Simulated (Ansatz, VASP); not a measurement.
# AlN in VASP and in Ansatz

Contents of INCAR:

```
PREC     = Accurate       # precision mode
ENCUT    = 520            # plane-wave cutoff, eV
EDIFF    = 1E-7           # SCF threshold, eV
ISMEAR   = 0              # smearing method
SIGMA    = 0.05           # smearing width, eV
LREAL    = False          # projectors in reciprocal space
LASPH    = True           # aspherical terms in the spheres
NELM     = 100            # most SCF steps
ALGO     = Normal         # electronic algorithm
ISIF     = 2              # what is computed and relaxed
LWAVE    = False          # write WAVECAR
LCHARG   = False          # write CHGCAR
GGA      = CA             # functional
NBANDS   = 16             # bands
```

Contents of KPOINTS:

```
regular mesh
0
Gamma
  9 9 6
```

POSCAR

```
AlN
1.0
    3.1401951683      0.0000000000      0.0000000000
   -1.5700975842      2.7194887886      0.0000000000
    0.0000000000      0.0000000000      5.0261421483
Al N
2 2
Direct
    0.3333333333      0.6666666667      0.0015210182
    0.6666666667      0.3333333333      0.5015210182
    0.3333333333      0.6666666667      0.3834789818
    0.6666666667      0.3333333333      0.8834789818
```

Input for Ansatz:

```yaml
crystal:
  lattice:
    - [3.1401951683, 0.0, 0.0]
    - [-1.5700975842, 2.7194887886, 0.0]
    - [0.0, 0.0, 5.0261421483]
  atoms:
    - { symbol: Al, position: [0.3333333333, 0.6666666667, 0.0015210182] }
    - { symbol: Al, position: [0.6666666667, 0.3333333333, 0.5015210182] }
    - { symbol: "N", position: [0.3333333333, 0.6666666667, 0.3834789818] }
    - { symbol: "N", position: [0.6666666667, 0.3333333333, 0.8834789818] }
basis:
  ecutwfc: 520.0
kpoints:
  mp_grid: { grid: [9, 9, 6] }
hamiltonian:
  xc: lda
  pseudopotentials: { kind: paw, azcp: { folder: soft_1 } }
scf:
  occupations: { method: gaussian, width: 0.05 }
output:
  forces: true
  stress: true
  eigenvalues: true
```

Change from the starting cell: mode 4 frozen in at +0.000 Å, equal normal strain along x, y and z +0.0167.

Alike in both runs: task single point; functional LDA; k mesh 9 × 9 × 6; occupations gaussian, width 0.05 eV; no spin polarisation.

|  | VASP | Ansatz |
| --- | --- | --- |
| version | VASP 6.6.1 | Ansatz 0.2.0 |
| potentials or method | VASP PAW LDA potentials, release 64 (Al, N) | scalar-relativistic, plane waves, PAW |
| plane-wave cutoff (eV) | 520 | 520 |
| valence electrons in the cell | 16 | 16 |

Ansatz gave:

- gap on the k mesh at the Fermi level (eV): 3.98
- least direct gap on the mesh (eV): 3.98
- pressure (GPa): -9.5
- largest component of the traceless stress (GPa): 0.43
- rms of the force components (eV/Å): 0.011

Task: Estimate VASP's values.

Result: gap on the k mesh at the Fermi level (eV): 3.99; least direct gap on the mesh (eV): 3.99; pressure (GPa): -9.0; largest component of the traceless stress (GPa): 0.41; rms of the force components (eV/Å): 0.011.

Atom by atom the forces differ by 0.000 eV/Å (rms over components). Ansatz warned: «pseudo_functional_mismatch».

Caveats: an odd mesh through Γ misses points on the zone boundary, where band edges often lie.
